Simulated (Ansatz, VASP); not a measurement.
# AlN in VASP and in Ansatz

```
CELL_PARAMETERS angstrom
0.00000 2.18399 2.37509
2.18399 0.00000 2.37509
2.18399 2.18399 0.00000
ATOMIC_POSITIONS crystal
Al 0.00000 0.00000 0.00000
N 0.75000 0.75000 0.75000
```

Change from the starting cell: strain +0.0875 x Voigt [0, 0, 1, 0, 0, 0], atoms carried along.

Alike in both runs: task single point; functional PBE; k mesh 10 × 10 × 10; occupations gaussian, width 0.05 eV; no spin polarisation.

|  | VASP | Ansatz |
| --- | --- | --- |
| version | VASP 6.6.1 | Ansatz 0.2.0 |
| potentials or method | VASP PAW PBE potentials, release 64 (Al, N) | scalar-relativistic, plane waves, PAW |
| plane-wave cutoff (eV) | 520 | 420 |
| valence electrons in the cell | 8 | 8 |

```tsv
	VASP	Ansatz	Ansatz less VASP
gap on the k mesh at the Fermi level (eV)	3.01	3.02	+0.007
least direct gap on the mesh (eV)	3.29	3.28	-0.005
pressure (GPa)	-10.9	-10.6	+0.28
largest component of the traceless stress (GPa)	9.60	9.55	-0.048
```

With one functional, cell and mesh, what is left measures potentials, basis and numerics.

A k mesh can miss the band edges.
